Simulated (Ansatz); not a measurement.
# Hf under changes of volume

One of the cells (21.939 Å³/atom); the others are scaled copies at fixed shape and fractional positions:

```
CELL_PARAMETERS angstrom
4.96233 0.00000 0.00000
-2.48116 4.29750 0.00000
0.00000 0.00000 3.08623
ATOMIC_POSITIONS crystal
Hf 0.00000 0.00000 0.00000
Hf 0.33333 0.66667 0.50000
Hf 0.66667 0.33333 0.50000
```

This isn't the form of Hf at room conditions, which is hcp.

```yaml
Program: Ansatz 0.2.0
Functional: LDA
Potentials_or_basis: Ansatz PAW
Cutoff: "420 eV (not typed: the program's choice for these potentials)"
k_mesh: 6 × 6 × 9
Occupations: fermi-dirac, width 0.05 eV
Spin: no spin polarisation
```

| volume (Å³/atom) | energy over the lowest point (meV/atom) | pressure (GPa) |
| --- | --- | --- |
| 20.622 | 0.00 | 0.1 |
| 21.061 | 3.29 | -2.4 |
| 21.500 | 12.98 | -4.6 |
| 21.939 | ? | ? |
| 22.377 | 49.33 | -8.5 |
| 22.816 | 75.01 | -10.2 |
| 23.255 | 105.12 | -11.7 |

What does the run at 21.939 Å³/atom give?

Energy over the lowest point 28.49 meV/atom; pressure -6.7 GPa.

Worked out: A Birch-Murnaghan fit of order 3 (a polynomial in V^(-2/3)) to the other rows has its minimum at 20.63 Å³/atom with B0 = V·E''(V) = 120 GPa and B' = 3.4 at fixed shape and positions, which overstates the stiffness. It gives 28.52 meV/atom at 21.939 Å³/atom, against the run's 28.49, and -dE/dV = -6.7 GPa, against -6.7.

Energies are extrapolated to zero smearing.

Caveats: the PAW data sets come from PBE, with cores solved anew for the run's functional, which leaves a small shift of forces and pressure.
